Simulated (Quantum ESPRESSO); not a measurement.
Wanted: the native input for a Quantum ESPRESSO 7.5 run.

```yaml
Task: projected density of states
Functional: PBEsol
Potentials_or_basis: SSSP 1.3 efficiency PBE
Cutoff: 748 eV
Density_cutoff: 5987 eV
k_mesh: 11 × 11 × 11
Occupations: fermi-dirac, width 0.05 eV
Spin: no spin polarisation
Hubbard_terms: Ti d U = 6 eV
Hubbard_projectors: ortho-atomic
Mixing_beta: 0.3
Most_SCF_iterations: 120
SCF_threshold: 4e-10 Ry
Dos_occupations: tetrahedra_opt
```

TiC:

```xyz
2
Lattice="0.0000 2.1657 2.1657 2.1657 0.0000 2.1657 2.1657 2.1657 0.0000" Properties=species:S:1:pos:R:3 pbc="T T T"
Ti    0.0000    0.0000    0.0000
C     2.1657    2.1657    2.1657
```

The cell is a database's computed one.

These files were run (other wordings do the same):

pw.in

```
&CONTROL
  calculation = 'scf'
  prefix = 'pwscf'
  outdir = './tmp'
  pseudo_dir = './pseudo'
  tprnfor = .true.
  tstress = .true.
  disk_io = 'low'
/
&SYSTEM
  ibrav = 0
  nat = 2
  ntyp = 2
  ecutwfc = 55
  ecutrho = 440
  nbnd = 17
  input_dft = 'pbesol'
  occupations = 'smearing'
  smearing = 'fd'
  degauss = 0.00367493
/
&ELECTRONS
  conv_thr = 4d-10
  electron_maxstep = 120
  mixing_beta = 0.3
/
ATOMIC_SPECIES
Ti    47.8670 ti_pbe_v1.4.uspp.F.UPF
C     12.0110 C.pbe-n-kjpaw_psl.1.0.0.UPF
CELL_PARAMETERS angstrom
   0.0000000000    2.1657188437    2.1657188437
   2.1657188437    0.0000000000    2.1657188437
   2.1657188437    2.1657188437    0.0000000000
ATOMIC_POSITIONS crystal
Ti     0.0000000000    0.0000000000    0.0000000000
C      0.5000000000    0.5000000000    0.5000000000
K_POINTS automatic
11 11 11 0 0 0
HUBBARD {ortho-atomic}
U Ti-3d 6.0
```

nscf.in

```
&CONTROL
  calculation = 'nscf'
  prefix = 'pwscf'
  outdir = './tmp'
  pseudo_dir = './pseudo'
  disk_io = 'low'
/
&SYSTEM
  ibrav = 0
  nat = 2
  ntyp = 2
  ecutwfc = 55
  ecutrho = 440
  nbnd = 17
  input_dft = 'pbesol'
  occupations = 'tetrahedra_opt'
/
&ELECTRONS
  conv_thr = 1d-08
  electron_maxstep = 120
  mixing_beta = 0.3
  startingwfc = 'random'
/
ATOMIC_SPECIES
Ti    47.8670 ti_pbe_v1.4.uspp.F.UPF
C     12.0110 C.pbe-n-kjpaw_psl.1.0.0.UPF
CELL_PARAMETERS angstrom
   0.0000000000    2.1657188437    2.1657188437
   2.1657188437    0.0000000000    2.1657188437
   2.1657188437    2.1657188437    0.0000000000
ATOMIC_POSITIONS crystal
Ti     0.0000000000    0.0000000000    0.0000000000
C      0.5000000000    0.5000000000    0.5000000000
K_POINTS automatic
17 17 17 0 0 0
HUBBARD {ortho-atomic}
U Ti-3d 6.0
```

projwfc.in

```
&PROJWFC
  prefix = 'pwscf'
  outdir = './tmp'
  filpdos = 'p'
  Emin = 1
  Emax = 26
  DeltaE = 0.05
/
```

Potentials or basis: SSSP 1.3 efficiency PBE.

Launch:

```sh
$ OMP_NUM_THREADS=1 pw.x -in pw.in > pw.out
$ OMP_NUM_THREADS=1 pw.x -in nscf.in > nscf.out
$ OMP_NUM_THREADS=1 projwfc.x -in projwfc.in > projwfc.out
```

It gave:

| Property | Result |
| --- | --- |
| Pressure | 5.5 GPa |
| Band gap on the k mesh | none (metal or under the smearing width) |
| Loewdin charges | Ti +1.38; C -1.27 e |

Caveat: the potentials were made for another functional, which shifts forces and pressure; U without spin polarisation on a metal has little footing; the U is typed as a test and isn't derived for this compound.

Run time: 87 s on 1 thread of Intel(R) Xeon(R) Platinum 8259CL CPU @ 2.50GHz (Skylake/Cascade Lake) (shared host), peak memory 0.13 GiB.
